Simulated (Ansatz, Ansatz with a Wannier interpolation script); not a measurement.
## GaN (P6_3mc): quasiparticle bands by Wannier interpolation

Aim: the G0W0 bands of GaN (P6_3mc) along the symmetry lines, with the gap off the mesh.

Calculated with Ansatz 0.2.0; LDA, Wannier functions and G0W0, plane waves, PAW.

Most raw output is cut from this account.

The database entry behind the starting cell differs from later determinations by our own check (about 0.3 % short, ideal inner coordinate), so it need not match the best structure at ambient conditions.

### 1. Starting point

Symmetry: P6_3mc, No. 186, hexagonal system. The conventional cell has a = 3.180 Å, b = 3.180 Å, c = 5.166 Å, α = 90.00°, β = 90.00°, γ = 120.00°. Nearest to Ga lie 4 N at 1.94 to 1.95 Å. Nearest to N lie 4 Ga at 1.94 to 1.95 Å. Farther neighbours and most contacts between anions are not listed.

The cell and positions come from the Crystallography Open Database and are kept as given unless a step says otherwise.

### 2. LDA bands

Levels along a band path, at the cheap level, show where the edges lie and whether the meshes to come will hold them.

This step: DFT, LDA, plane waves, PAW; PAW set soft_1.

Input file input.yaml:

```yaml
crystal:
  lattice:
    - [3.18, 0.0, 0.0]
    - [-1.59, 2.75396078, 0.0]
    - [0.0, 0.0, 5.166]
  atoms:
    - { symbol: Ga, position: [0.33333333, 0.66666667, 0.0] }
    - { symbol: Ga, position: [0.66666667, 0.33333333, 0.5] }
    - { symbol: "N", position: [0.33333333, 0.66666667, 0.375] }
    - { symbol: "N", position: [0.66666667, 0.33333333, 0.875] }
kpoints:
  mp_grid: { grid: [9, 9, 4] }
  band_path:
    path:
      - [[0.0, 0.0, 0.0], [0.5, 0.0, 0.0], [0.33333333, 0.33333333, 0.0], [0.0, 0.0, 0.0], [0.0, 0.0, 0.5], [0.5, 0.0, 0.5], [0.33333333, 0.33333333, 0.5], [0.0, 0.0, 0.5]]
      - [[0.5, 0.0, 0.5], [0.5, 0.0, 0.0]]
      - [[0.33333333, 0.33333333, 0.5], [0.33333333, 0.33333333, 0.0]]
    npoints: 10
hamiltonian:
  xc: lda
  pseudopotentials: { kind: paw, azcp: { folder: soft_1 }, xc_functional: pbe }
scf:
  occupations: { method: fermi_dirac, width: 0.02 }
  n_extra_bands: 30
output:
  eigenvalues: true
  fatbands: true
  write_density: true
  write_potential: true
  elf: true
  volumetric_format: npy
```

Command:

```sh
> ansatz run input.yaml --threads 3 --pin off --max-ram 92160MiB --backend cuda --events-out ev --progress --plain --runs-dir out --devices 1 --max-vram 13GiB
```

Elapsed: 10 s, on 1 × NVIDIA H100 80GB HBM3 (shared by 6 runs) with 3 threads of AMD EPYC 7R13 (Zen 3), shared host; peak memory 0.94 GiB; 19 s of CPU time.

Numbers from this step:

| Item | Value |
| --- | --- |
| filled bands | 18 |
| gap | 1.977 eV |
| valence top at | Γ |
| conduction bottom at | Γ |
| least direct gap | 1.977 eV |

The gap is direct, at Γ.

Valence density in the ac plane at fractional y = 0.333, with atoms of Ga and N within 0.2 Å of it. It is the smooth field of the valence electrons, not physical close to the nuclei.

Ten steps, logarithmic in the rise over the least value, from '_' (0 e/Å³) to '@' (44 e/Å³):
```
..............::::----==--::::..
....____......::--========--::..
..________....::--==========::..
..__________..::--========--::..
____________....::--======--::..
______________..::--------::....
______________....::::::::....__
________________....::::......__
________________......::....____
______________....::----::::..__
______________..::==****++--....
____________..::==**%%@@##++::..
..__________..::==##@@@@%%++::..
..............::==**%%@@##++::..
................::==****++--::..
..................::----::::....
..............................__
____......______________________
________________________________
________________________________
________________________________
________________________________
________________________________
________________________________
____......____................__
..................::::::::::....
```
Columns run along a (3.2 Å), rows up along c (5.2 Å). Atoms in or near the plane, at fractional coordinates: Ga at (0.67, 0.50), N at (0.67, 0.88).

Electrostatic potential energy in the ac plane at fractional y = 0.333, with atoms of Ga and N within 0.2 Å of it. With pseudopotentials it is smooth inside the atoms' cores, unlike the true potential.

Ten even steps from '_' (-33 eV) to '@' (40 eV):
```
++========++++++==::____..--++++
++++====++++++==::________..==++
++++++++++++++==..__________--++
++++++++++++++==::________..==++
**************++--..______::==**
****************++--::::::==++**
****************++++====++++++**
**************++++++======++++**
************++++============++++
++********++++====++****++====++
++********++====++%%@@@@%%**====
++++******++====##@@@@@@@@%%++==
++++****++++==++##@@@@@@@@%%++==
++++****++++====##@@@@@@@@%%++==
++++****++++====++%%@@@@%%**====
++++++++++++++====++****++====++
++**********++++============++++
**************++++++======++++**
****************++++++++++++****
********************************
********************************
**++++++++++********************
++++++++++++++******************
++++====++++++****************++
++========++++++****++++****++++
++========++++++++==----==++++++
```
Columns run along a (3.2 Å; values clipped at the 3rd and 97th percentile), rows up along c (5.2 Å). Atoms in or near the plane, at fractional coordinates: Ga at (0.67, 0.50), N at (0.67, 0.88).

### 3. Wannier functions (Ga:4s Ga:4p N:2p) on 9×9×4

Localised functions give a small Hamiltonian that interpolates between mesh points at no cost.

This step: maximally localised Wannier functions, LDA, plane waves, PAW; PAW set soft_1.

input.yaml, the sections that differ from step 2:

```yaml
kpoints:
  mp_grid: { grid: [9, 9, 4] }
scf:
  occupations: { method: fixed }
  n_extra_bands: 30
output:
  wannier:
    kmesh: [9, 9, 4]
    projections:
      - { species: Ga, l: s, shell: 4 }
      - { species: Ga, l: p, shell: 4 }
      - { species: "N", l: p, shell: 2 }
    minimise: true
    write_hr: true
    seedname: w
    conv_tol: 1.0e-06
    max_iter: 20000
    stability_check: false
    disentanglement:
      window: [2.1, 25.11]
      frozen_window: [2.1, 14.45]
      conv_tol: 1.0e-08
# crystal, hamiltonian: as in step 2
```

Run time: 14 s. Hardware: 1 × NVIDIA H100 80GB HBM3 (shared by 6 runs) with 3 threads; peak memory 1 GiB; 26 s of CPU time.

This step gave:

```
gauge-invariant spread     : 19.12 Å²
diagonal spread            : 0.1146 Å²
off-diagonal spread        : 3.498 Å²
total spread               : 22.73 Å²
least projectability       : 0.2070
localisation steps         : 67
disentanglement steps      : 119
r.m.s. interpolation error : 0.002760 eV
r.m.s. error near the gap  : 0.003481 eV
```

Near the gap the model misses directly solved bands by 3.5 meV r.m.s. and by 47 meV at most in the window tested. This tests the starting bands, not the corrections carried with them.

Wannier functions, by row:

```csv
function,x (Å),y (Å),z (Å),spread (Å²),nearest atom,distance (Å)
1,0,2.33,0.349,2.07,Ga1,0.605
2,1.59,0.424,2.932,2.07,Ga2,0.605
3,0,1.85,-0.922,1.92,Ga1,0.923
4,0,2.126,0.195,2.713,Ga1,0.35
5,0,1.034,0.283,1.867,Ga1,0.85
6,1.59,0.904,1.661,1.92,Ga2,0.923
7,1.59,0.628,2.778,2.713,Ga2,0.35
8,1.59,1.72,2.866,1.867,Ga2,0.85
9,0,1.836,1.928,0.953,N3,0.009
10,0,1.827,1.953,0.923,N3,0.018
11,0,1.84,1.951,0.919,N3,0.014
12,1.59,0.918,4.511,0.953,N4,0.009
13,1.59,0.927,4.536,0.923,N4,0.018
14,1.59,0.914,4.534,0.919,N4,0.014
```

Frozen up to 4.98 eV; above it the model need not follow the bands. The electronic bands at the labelled points (eV, zero at the valence-band top):

```csv
point,band 15,band 16,band 17,band 18,band 19,band 20,band 21,band 22
Γ,-1.07,-0.06,0.00,0.00,1.98,4.20,9.10,9.76
halfway,-2.87,-2.04,-0.76,-0.50,4.29,5.85,7.31,8.48
M,-4.33,-2.81,-2.30,-1.00,4.93,5.55,6.28,8.53
halfway,-4.35,-3.62,-2.46,-1.90,5.66,6.49,6.68,8.37
K,-5.40,-3.08,-3.08,-2.75,4.97,7.74,7.74,8.29
halfway,-3.70,-2.45,-1.03,-0.95,4.93,6.81,7.27,7.63
Γ,-1.07,-0.06,0.00,0.00,1.98,4.20,9.10,9.76
halfway,-0.92,-0.92,-0.16,-0.16,3.14,4.31,8.71,9.45
A,-0.55,-0.55,-0.55,-0.55,4.23,4.23,8.38,8.38
halfway,-2.13,-2.13,-1.32,-1.32,5.18,5.18,7.56,7.56
L,-1.98,-1.98,-1.95,-1.95,4.32,4.32,8.02,8.02
halfway,-3.27,-3.27,-1.64,-1.64,5.29,5.29,8.10,8.10
H,-4.28,-4.28,-1.52,-1.52,6.38,6.38,7.24,7.24
halfway,-2.17,-2.17,-1.86,-1.86,5.61,5.61,7.57,7.57
A,-0.55,-0.55,-0.55,-0.55,4.23,4.23,8.38,8.38
jump to L,-1.98,-1.98,-1.95,-1.95,4.32,4.32,8.02,8.02
halfway,-3.38,-2.58,-1.75,-1.31,4.23,4.98,7.71,7.77
M,-4.33,-2.81,-2.30,-1.00,4.93,5.55,6.28,8.53
jump to H,-4.28,-4.28,-1.52,-1.52,6.38,6.38,7.24,7.24
halfway,-5.10,-3.27,-2.26,-2.26,5.91,7.14,7.14,8.07
K,-5.40,-3.08,-3.08,-2.75,4.97,7.74,7.74,8.29
```

The same for Kohn-Sham, solved directly:

```csv
point,band 15,band 16,band 17,band 18,band 19,band 20,band 21,band 22
Γ,-1.07,-0.06,0.00,0.00,1.98,4.20,9.10,9.75
M,-4.33,-2.81,-2.30,-1.00,4.92,5.53,5.94,8.53
K,-5.40,-3.08,-3.08,-2.75,4.97,7.74,7.74,8.29
Γ,-1.07,-0.06,0.00,0.00,1.98,4.20,9.10,9.75
A,-0.55,-0.55,-0.55,-0.55,4.23,4.23,8.38,8.38
L,-1.98,-1.98,-1.95,-1.95,4.31,4.31,7.68,7.68
H,-4.28,-4.28,-1.52,-1.52,6.38,6.38,7.19,7.19
A,-0.55,-0.55,-0.55,-0.55,4.23,4.23,8.38,8.38
L,-1.98,-1.98,-1.95,-1.95,4.31,4.31,7.68,7.68
M,-4.33,-2.81,-2.30,-1.00,4.92,5.53,5.94,8.53
H,-4.28,-4.28,-1.52,-1.52,6.38,6.38,7.19,7.19
K,-5.40,-3.08,-3.08,-2.75,4.97,7.74,7.74,8.29
```

### 4. G0W0 at every point of the mesh: 9×9×4 mesh, 207 empty bands, screening to 160 eV, PAW set soft_1 files

G0W0 replaces the xc potential by the self-energy, built once from these orbitals. Only a window of levels is corrected, while the sums run over the empty bands that the input names.

This step: G0W0 on LDA, plane waves, PAW; PAW set soft_1.

input.yaml, the sections that differ from step 3:

```yaml
scf:
  occupations: { method: fixed }
gw:
  n_empty_bands: 207
  ecut_chi: 160.0
  qp_bands: [v6, c2]
  screening: { model: contour_deformation }
# crystal, kpoints, hamiltonian: as in step 3
# output: removed
```

The job ended after 91 s (1 × NVIDIA H100 80GB HBM3 (shared by 6 runs) with 3 threads; peak memory 1.4 GiB; 2.8 min of CPU time).

This step gave:

* bands summed: 225
* RPA ε∞ on this mesh (eigenvalues): 5.647, 5.647, 5.818
* plane waves in the screening matrix: 197
* q-points in the mesh: 324
* G0W0 gap on the mesh: 3.181 eV
* k of the valence top: 0, 0, 0
* k of the conduction bottom: 0, 0, 0
* starting gap on the mesh: 1.977 eV
* Z at the valence top: 0.7726
* Z at the conduction bottom: 0.8067
* least direct G0W0 gap on the computed points: 3.181 eV

The gap on the mesh goes from 1.98 eV to 3.18 eV, a correction of +1.20 eV. Between the two edge states, bare exchange in place of the xc potential would open the gap by 7.78 eV, and correlation takes back 6.58 eV.

### 5. Interpolating the corrections

A script adds the corrections, carried to the Wannier functions and back, to the LDA levels, along the path and on a 26×26×9 mesh.

* G0W0 gap over the zone: 3.181 eV
* valence top at: Γ
* conduction bottom at: Γ
* starting gap over the zone: 1.977 eV
* least direct G0W0 gap: 3.181 eV
* G0W0 gap on the mesh: 3.181 eV
* valence width, start: 7.222 eV
* valence width, G0W0: 7.379 eV
* gap by a rigid shift: 3.181 eV

Levels solved directly plus the interpolated quasiparticle correction. Limits: finite bands, cutoff and mesh; no spin-orbit coupling. The quasiparticle bands at the labelled points (eV, zero at the valence-band top of each set):

```csv
point,band 15,band 16,band 17,band 18,band 19
Γ,-1.16,-0.07,0.00,0.00,3.18
halfway,-3.06,-2.19,-0.82,-0.54,5.66
M,-4.53,-2.99,-2.46,-1.08,6.21
halfway,-4.53,-3.83,-2.63,-2.06,6.90
K,-5.56,-3.28,-3.28,-2.97,6.10
halfway,-3.94,-2.59,-1.13,-1.03,6.38
Γ,-1.16,-0.07,0.00,0.00,3.18
halfway,-1.00,-1.00,-0.18,-0.18,4.40
A,-0.60,-0.60,-0.60,-0.60,5.64
halfway,-2.28,-2.28,-1.43,-1.43,6.55
L,-2.12,-2.12,-2.08,-2.08,5.57
halfway,-3.48,-3.48,-1.75,-1.75,6.64
H,-4.54,-4.54,-1.62,-1.62,7.85
halfway,-2.33,-2.33,-1.99,-1.99,7.03
A,-0.60,-0.60,-0.60,-0.60,5.64
jump to L,-2.12,-2.12,-2.08,-2.08,5.57
halfway,-3.57,-2.75,-1.88,-1.41,5.49
M,-4.53,-2.99,-2.46,-1.08,6.21
jump to H,-4.54,-4.54,-1.62,-1.62,7.85
halfway,-5.34,-3.51,-2.40,-2.40,7.18
K,-5.56,-3.28,-3.28,-2.97,6.10
```

The same for LDA:

```csv
point,band 15,band 16,band 17,band 18,band 19
Γ,-1.07,-0.06,0.00,0.00,1.98
M,-4.33,-2.81,-2.30,-1.00,4.92
K,-5.40,-3.08,-3.08,-2.75,4.97
Γ,-1.07,-0.06,0.00,0.00,1.98
A,-0.55,-0.55,-0.55,-0.55,4.23
L,-1.98,-1.98,-1.95,-1.95,4.31
H,-4.28,-4.28,-1.52,-1.52,6.38
A,-0.55,-0.55,-0.55,-0.55,4.23
L,-1.98,-1.98,-1.95,-1.95,4.31
M,-4.33,-2.81,-2.30,-1.00,4.92
H,-4.28,-4.28,-1.52,-1.52,6.38
K,-5.40,-3.08,-3.08,-2.75,4.97
```

Minima of the lowest conduction band, from levels solved directly at the displaced points, plus the interpolated correction; masses are left empty at degenerate points, on flat bands and where the interpolated correction rules the curvature; G0W0 masses are rough. Conduction valleys, by row:

```csv
point,k (reciprocal lattice),valleys in the zone,G0W0 level above the valence top (eV),LDA level above the valence top (eV),G0W0 principal masses (m_e),LDA principal masses (m_e)
Γ,0.000 0.000 0.000,1,3.181,1.977,0.183 0.199 0.199,0.170 0.184 0.184
```

Second differences of levels solved directly at the displaced points, plus the interpolated correction, at the quasiparticle band edges; no spin-orbit coupling; left empty where the band is flat or the interpolated correction rules the curvature. Effective masses, by row:

```csv
carrier,point,Cartesian direction,band,LDA mass (m_e),G0W0 mass (m_e)
hole,Γ,100,18,2.036,2.31
hole,Γ,100,17,0.174,0.19
hole,Γ,010,18,2.173,2.198
hole,Γ,010,17,0.174,0.189
hole,Γ,001,18,1.843,1.67
hole,Γ,001,17,1.843,1.669
hole,Γ,110,18,2.17,2.602
hole,Γ,110,17,0.174,0.188
hole,Γ,111,18,1.967,2.1
hole,Γ,111,17,0.249,0.267
electron,Γ,100,19,0.183,0.198
electron,Γ,010,19,0.183,0.198
electron,Γ,001,19,0.169,0.182
electron,Γ,110,19,0.183,0.198
electron,Γ,111,19,0.178,0.193
```

Corrections by starting level (eV, on the run's own energy scale, so only their differences matter):

```csv
start,correction
-7.22,−0.67
-6.12,−0.75
-5.73,−0.74
-4.50,−0.69
-3.77,−0.73
-3.00,−0.72
-2.47,−0.66
-1.97,−0.67
-1.70,−0.64
-1.28,−0.61
-0.96,−0.55
-0.30,−0.54
-0.11,−0.52
1.98,+0.69
4.31,+0.93
5.01,+0.80
5.68,+0.86
6.66,+0.95
```

### 6. LDA+SOC bands, for comparison

The many-body steps leave out spin-orbit coupling, so its effect is taken from a two-component run, with twice the bands.

This step: DFT, LDA with spin-orbit coupling, plane waves, PAW; PAW set soft_1.

Input file input.yaml:

```yaml
crystal:
  lattice:
    - [3.18, 0.0, 0.0]
    - [-1.59, 2.75396078, 0.0]
    - [0.0, 0.0, 5.166]
  atoms:
    - { symbol: Ga, position: [0.33333333, 0.66666667, 0.0] }
    - { symbol: Ga, position: [0.66666667, 0.33333333, 0.5] }
    - { symbol: "N", position: [0.33333333, 0.66666667, 0.375] }
    - { symbol: "N", position: [0.66666667, 0.33333333, 0.875] }
kpoints:
  mp_grid: { grid: [9, 9, 4] }
  band_path:
    path:
      - [[0.0, 0.0, 0.0], [0.5, 0.0, 0.0], [0.33333333, 0.33333333, 0.0], [0.0, 0.0, 0.0], [0.0, 0.0, 0.5], [0.5, 0.0, 0.5], [0.33333333, 0.33333333, 0.5], [0.0, 0.0, 0.5]]
      - [[0.5, 0.0, 0.5], [0.5, 0.0, 0.0]]
      - [[0.33333333, 0.33333333, 0.5], [0.33333333, 0.33333333, 0.0]]
    npoints: 10
hamiltonian:
  xc: lda
  pseudopotentials: { kind: paw_fr, azcp: { folder: soft_1 }, xc_functional: pbe }
scf:
  occupations: { method: fermi_dirac, width: 0.02 }
  n_extra_bands: 10
magnetization:
  noncollinear: true
  spin_orbit: true
output:
  eigenvalues: true
```

Wall time 8.2 s (1 × NVIDIA H100 80GB HBM3 (shared by 6 runs) with 3 threads); peak memory 1 GiB; 13 s of CPU time.

This step gave:

* filled bands: 36
* gap: 1.974 eV
* valence top at: Γ
* conduction bottom at: Γ
* least direct gap: 1.974 eV

The gap is that of LDA.

(Part 1 of 2 ends here.)

[Paths, hosts, dates, memory and timing lines, banners, echoed tables and standing remarks are left out of the program output.]

[Logs are printed without paths, hosts, clocks, repeated set-up lines and the standing remarks that a program may print on its own settings, such as how far it seeks lower states.]

[Runs of the session that timed out or met a known fault of the program may be left out.]

[Hosts, paths, dates, database ids (printed as entryN), source tags and the programs' standing remarks are cut or masked in the printed files.]
